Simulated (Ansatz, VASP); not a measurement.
Two plane-wave programs on Se

Contents of INCAR:

```
SYSTEM = Se
ALGO = Normal ; EDIFF = 1E-7
ENCUT = 520 ; GGA = PE
ISIF = 2 ; ISMEAR = -1
LASPH = .True. ; LCHARG = .False.
LREAL = .False. ; LWAVE = .False.
NBANDS = 16 ; NELM = 100
PREC = Accurate ; SIGMA = 0.05
```

KPOINTS

```
k-points
0
Gamma
  7 7 6
  0 0 0
```

The input POSCAR:

```
Se
1.0
    4.4518335053      0.0000000000      0.0000000000
   -2.2259167526      3.8554009090      0.0000000000
    0.0000000000      0.0000000000      5.0507540772
Se
3
Direct
    0.7746000000      0.7746000000      0.0000000000
    0.0000000000      0.2254000000      0.6666666667
    0.2254000000      0.0000000000      0.3333333333
```

File input.yaml:

```yaml
crystal:
  lattice:
    - [4.4518335053, 0.0, 0.0]
    - [-2.2259167526, 3.855400909, 0.0]
    - [0.0, 0.0, 5.0507540772]
  atoms:
    - { symbol: Se, position: [0.7746, 0.7746, 0.0] }
    - { symbol: Se, position: [0.0, 0.2254, 0.6666666667] }
    - { symbol: Se, position: [0.2254, 0.0, 0.3333333333] }
hamiltonian:
  xc: pbe
  pseudopotentials: { kind: paw }
kpoints:
  mp_grid: { grid: [7, 7, 6] }
scf:
  occupations: { method: fermi_dirac, width: 0.05 }
output:
  forces: true
  stress: true
  eigenvalues: true
  write_density: true
  write_potential: true
  elf: true
  volumetric_format: npy
```

Change from the starting cell: volume scaled by 1.06.

Alike in both runs: task single point; functional PBE; k mesh 7 × 7 × 6; occupations fermi-dirac, width 0.05 eV; no spin polarisation.

```csv
,VASP,Ansatz
version,VASP 6.6.1,Ansatz 0.2.0
potentials or method,"VASP PAW PBE potentials, release 64 (Se)",Ansatz PAW
plane-wave cutoff (eV),520,420
valence electrons in the cell,18,48
```

|  | VASP | Ansatz | Ansatz less VASP |
| --- | --- | --- | --- |
| gap on the k mesh at the Fermi level (eV) | 1.15 | 1.16 | +0.009 |
| least direct gap on the mesh (eV) | 1.40 | 1.41 | +0.010 |
| pressure (GPa) | -0.3 | -0.4 | -0.09 |
| rms of the force components (eV/Å) | 0.081 | 0.094 | +0.0134 |

Atom by atom the forces differ by 0.013 eV/Å (rms over components). The two sets of potentials don't hold the same shells in valence.

Caveats: an odd mesh through Γ misses points on the zone boundary, where band edges often lie (VASP); odd divisions of the mesh miss points on the zone boundary, where band edges often lie, so the gap on the mesh can be too wide (Ansatz).
